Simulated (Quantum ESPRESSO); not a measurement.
## SnSe under changes of volume

One of the cells (27.271 Å³/atom); the others are scaled copies at fixed shape and fractional positions:

```
CELL_PARAMETERS angstrom
0.00000 3.01000 3.01000
3.01000 0.00000 3.01000
3.01000 3.01000 0.00000
ATOMIC_POSITIONS crystal
Sn 0.00000 0.00000 0.00000
Se 0.50000 0.50000 0.50000
```

Measurements of this composition are mostly on another form, of space group No. 62.

| Quantity | Value |
| --- | --- |
| Program | Quantum ESPRESSO 7.5 |
| Functional | PBEsol |
| Potentials or basis | PseudoDojo 0.4.1 SR PBEsol standard |
| Cutoff | 1170 eV |
| Density cutoff | 4680 eV |
| k mesh | 8 × 8 × 8 |
| Occupations | fermi-dirac, width 0.05 eV |
| Spin | no spin polarisation |

| volume (Å³/atom) | energy over the lowest point (meV/atom) | pressure (GPa) | gap on the mesh (eV) |
| --- | --- | --- | --- |
| 25.635 | 2.88 | 1.5 | 0.77 |
| 26.180 | 0.00 | 0.2 | 0.75 |
| 26.725 | 1.19 | -0.9 | 0.72 |
| 27.271 | 6.02 | -1.9 | 0.64 |
| 27.816 | 14.12 | -2.8 | 0.56 |
| 28.362 | 25.13 | -3.6 | 0.48 |
| 28.907 | ? | ? | ? |

**Question.** What does the run at 28.907 Å³/atom give?

**Answer.** Energy over the lowest point 38.76 meV/atom; pressure -4.4 GPa; gap on the mesh 0.40 eV.

Worked out: A Birch-Murnaghan fit of order 3 (a polynomial in V^(-2/3)) to the other rows has its minimum at 26.28 Å³/atom with B0 = V·E''(V) = 56 GPa and B' = 4.4. It gives 38.73 meV/atom at 28.907 Å³/atom, against the run's 38.76, and -dE/dV = -4.4 GPa, against -4.4. A parabola through the other rows of the gap, of slope -6.22 eV per unit of ln V there, extrapolates to 0.36 eV, against the run's 0.40.

Energies are extrapolated to zero smearing.

Caveats: spin-orbit coupling is left out, which moves the levels of the heavy elements.

A mesh can miss the band edges.
